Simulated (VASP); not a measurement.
Set up this calculation in VASP 6.6.1, as the native input.

* Task: single point
* Functional: PBE
* Potentials or basis: VASP PAW PBE potentials, release 64 (Y_sv)
* Cutoff: 520 eV
* k mesh: 13 × 13 × 13
* Occupations: fermi-dirac, width 0.05 eV
* Spin: no spin polarisation
* Dipole correction: no
* Further INCAR settings: ALGO = Normal; EDIFF = 1e-06; NBANDS = 12

The structure of Y lies in POSCAR:

```
Y
1.0
    0.0000000000      2.4598972736      2.4598972736
    2.4598972736      0.0000000000      2.4598972736
    2.4598972736      2.4598972736      0.0000000000
Y
1
Direct
    0.0000000000      0.0000000000      0.0000000000
```

This isn't the form of Y at room conditions, which is hcp.

The cell isn't the ideal one: volume scaled by 0.97.

The input as run:

INCAR

```
SYSTEM = Y
ALGO     = Normal         ! electronic algorithm
EDIFF    = 1E-6           ! SCF threshold, eV
ENCUT    = 520            ! plane-wave cutoff, eV
GGA      = PE             ! functional
ISIF     = 2              ! what is computed and relaxed
ISMEAR   = -1             ! smearing method
LASPH    = .True.         ! aspherical terms in the spheres
LCHARG   = .True.         ! write CHGCAR
LELF     = .True.         ! ELF
LREAL    = .False.        ! projectors in reciprocal space
LVHAR    = .True.       
LWAVE    = .False.        ! write WAVECAR
NBANDS   = 12             ! bands
NELM     = 60             ! most SCF steps
PREC     = Accurate       ! precision mode
SIGMA    = 0.05           ! smearing width, eV
```

KPOINTS

```
k-points
0
Gamma
  13 13 13
  0 0 0
```

Potentials or basis: VASP PAW PBE potentials, release 64 (Y_sv).

Run with:

```console
$ cat potpaw_PBE.64/Y_sv/POTCAR > POTCAR
$ mpirun -np 1 vasp_std > vasp.out
```

Results of the run:

- Pressure: 3.7 GPa
- Band gap on the k mesh: none (metal or under the smearing width)

Wall time 37 s on 1 thread of Intel(R) Xeon(R) Platinum 8488C (Sapphire Rapids), with other jobs on the host, peak memory 0.19 GiB.
